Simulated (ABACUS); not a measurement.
K under changes of volume

One of the cells (78.046 Å³/atom); the others are scaled copies at fixed shape and fractional positions:

```xyz
1
Lattice="0.0000 3.3919 3.3919 3.3919 0.0000 3.3919 3.3919 3.3919 0.0000" Properties=species:S:1:pos:R:3 pbc="T T T"
K     0.0000    0.0000    0.0000
```

This isn't the form of K at room conditions, which is bcc.

```yaml
Program: ABACUS 3.10.1
Functional: PBE
Potentials_or_basis: PseudoDojo NC SR 0.4.1 PBE standard
Cutoff: 1007 eV
Density_cutoff: 4027 eV
Basis: plane waves
k_mesh: 7 × 7 × 7
Occupations: fermi-dirac, width 0.05 eV
Spin: no spin polarisation
```

| volume (Å³/atom) | energy over the lowest point (meV/atom) | pressure (GPa) |
| --- | --- | --- |
| 73.363 | 0.00 | 0.0 |
| 74.924 | 0.26 | -0.1 |
| 76.485 | 1.19 | -0.1 |
| 78.046 | 2.75 | -0.2 |
| 79.607 | 4.86 | -0.2 |
| 81.167 | 7.48 | -0.3 |
| 82.728 | ? | ? |

Task: What does the run at 82.728 Å³/atom give?

Result: Energy over the lowest point 10.55 meV/atom; pressure -0.3 GPa.

Worked out: A Birch-Murnaghan fit of order 3 (a polynomial in V^(-2/3)) to the other rows has its minimum at 73.58 Å³/atom with B0 = V·E''(V) = 3.6 GPa and B' = 3.6. It gives 10.56 meV/atom at 82.728 Å³/atom, against the run's 10.55, and -dE/dV = -0.3 GPa, against -0.3.

Energies are extrapolated to zero smearing.
